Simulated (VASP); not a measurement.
# AgCl: kernels and solvers of the Casida equation on one ground state

AgCl, Fm-3m (no. 225), 2 atoms in the cell. PBE, TDDFT by the Casida equation; PAW potentials Ag_GW, Cl_GW (PBE set).

## Input

INCAR.step1:
```
SYSTEM = AgCl
ALGO = Normal ; CSHIFT = 0.1
EDIFF = 1E-7 ; ENCUT = 260
GGA = PE ; ISMEAR = 0
KPAR = 4 ; LASPH = .TRUE.
LCHARG = .FALSE. ; LOPTICS = .TRUE.
LWAVE = .TRUE. ; NBANDS = 21
NEDOS = 2000 ; PREC = Accurate
SIGMA = 0.02
```

INCAR.step2:
```
SYSTEM = AgCl
ALGO = TDHF ; ANTIRES = 0
CSHIFT = 0.15 ; EDIFF = 1E-7
ENCUT = 260 ; ENCUTGW = 150
GGA = PE ; IBSE = 2
ISMEAR = 0 ; ISTART = 1
KPAR = 4 ; LADDER = .FALSE.
LASPH = .TRUE. ; LCHARG = .FALSE.
LFXC = .TRUE. ; LHARTREE = .TRUE.
LWAVE = .FALSE. ; NBANDS = 21
NBANDSO = 4 ; NBANDSV = 4
NBSEEIG = 4 ; NOMEGA = 1000
OMEGAMAX = 25 ; PREC = Accurate
PRECFOCK = Fast ; SIGMA = 0.02
```

INCAR.step3, as INCAR.step2 but for:
```
- ANTIRES = 0
+ ANTIRES = 1
```

INCAR.step4 changes the same tag again: ANTIRES = 2.

INCAR.step5, as INCAR.step4 but for:
```
- ANTIRES = 2
- LFXC = .TRUE.
- LHARTREE = .TRUE.
+ ANTIRES = 0
+ LFXC = .FALSE.
+ LHARTREE = .FALSE.
```

INCAR.step6, as INCAR.step5 but for:
```
- ANTIRES = 0
- LHARTREE = .FALSE.
+ ANTIRES = 2
+ LHARTREE = .TRUE.
```

INCAR.step7, as INCAR.step6 but for:
```
- ANTIRES = 2
- IBSE = 2
- LFXC = .FALSE.
+ ANTIRES = 0
+ BSEPREC = High
+ IBSE = 3
+ LFXC = .TRUE.
```

INCAR.step8, as INCAR.step7 but for:
```
- BSEPREC = High
- IBSE = 3
+ IBSE = 1
```

INCAR.step9, as INCAR.step8 but for:
```
- IBSE = 1
+ IBSE = 0
```

INCAR.step10, as INCAR.step9 but for:
```
- KPAR = 4
```

KPOINTS:
```
k-points
0
Gamma
  6 6 6
```

POSCAR:
```
AgCl
1.0
    0.0000000000      2.7350000000      2.7350000000
    2.7350000000      0.0000000000      2.7350000000
    2.7350000000      2.7350000000      0.0000000000
Ag Cl
1 1
Direct
    0.0000000000      0.0000000000      0.0000000000
    0.5000000000      0.5000000000      0.5000000000
```

Commands (each step's output is kept before the next begins):
```
cat potpaw_PBE.64/Ag_GW/POTCAR potpaw_PBE.64/Cl_GW/POTCAR > POTCAR
cp INCAR.step1 INCAR
mpirun -np 4 vasp_std > vasp.out
cp INCAR.step2 INCAR
mpirun -np 4 vasp_std > vasp.out
cp INCAR.step3 INCAR
mpirun -np 4 vasp_std > vasp.out
cp INCAR.step4 INCAR
mpirun -np 4 vasp_std > vasp.out
cp INCAR.step5 INCAR
mpirun -np 4 vasp_std > vasp.out
cp INCAR.step6 INCAR
mpirun -np 4 vasp_std > vasp.out
cp INCAR.step7 INCAR
mpirun -np 4 vasp_std > vasp.out
cp INCAR.step8 INCAR
mpirun -np 4 vasp_std > vasp.out
cp INCAR.step9 INCAR
mpirun -np 4 vasp_std > vasp.out
cp INCAR.step10 INCAR
mpirun -np 1 vasp_std > vasp.out
```

## Result

- Direct gap on the mesh (eV): 3.38
- Gap on the mesh (eV): 0.88
- Bands: 21

One ground state, settings moved in the last step alone:

| Settings | ε at zero frequency | First excitation (eV) | First bright (eV) | Time (s) |
|---|---|---|---|---|
| LOPTICS | 5.29 | – | – | 6 |
| full kernel, Tamm-Dancoff | 3.99 | 3.386 | 3.386 | 33 |
| full kernel, ANTIRES 1 | 3.97 | 3.387 | 3.387 | 33 |
| full kernel, ANTIRES 2 | 3.97 | 3.386 | 3.386 | 56 |
| independent particles | 4.01 | 3.384 | 3.384 | 13 |
| RPA: Hartree term alone, ANTIRES 2 | 3.93 | 3.387 | 3.387 | 56 |
| Lanczos (IBSE 3) | 3.99 | – | – | 17 |
| time evolution (IBSE 1) | 3.98 | – | – | 57 |
| KPAR with the old driver (IBSE 0) | – | – | – | no result |
| old driver (IBSE 0) on one core | 3.99 | 3.386 | 3.386 | 108 |

Make-up of the lowest excitation, one of several of nearly equal energy, so its shares depend on the choice among them:

| k point | From band | To band | Share |
|---|---|---|---|
| 0.000 0.000 0.000 | 7 | 10 | 0.72 |
| 0.000 0.000 0.000 | 8 | 10 | 0.28 |
| 0.167 0.000 0.000 | 8 | 10 | 0.00 |
| -0.167 0.000 0.000 | 8 | 10 | 0.00 |
| 0.167 0.167 0.167 | 8 | 10 | 0.00 |
| -0.167 -0.167 -0.167 | 8 | 10 | 0.00 |

Limits: The 6×6×6 mesh is coarse for a spectrum: peaks stand apart that a denser mesh merges; the pairs hold 4 valence and 4 conduction bands, and what lies beyond is missing from ε.

VASP 6.6.1 took 384 s on 4 cores (Intel Xeon Platinum 8259CL @ 2.50GHz (Skylake/Cascade Lake)), a shared host.
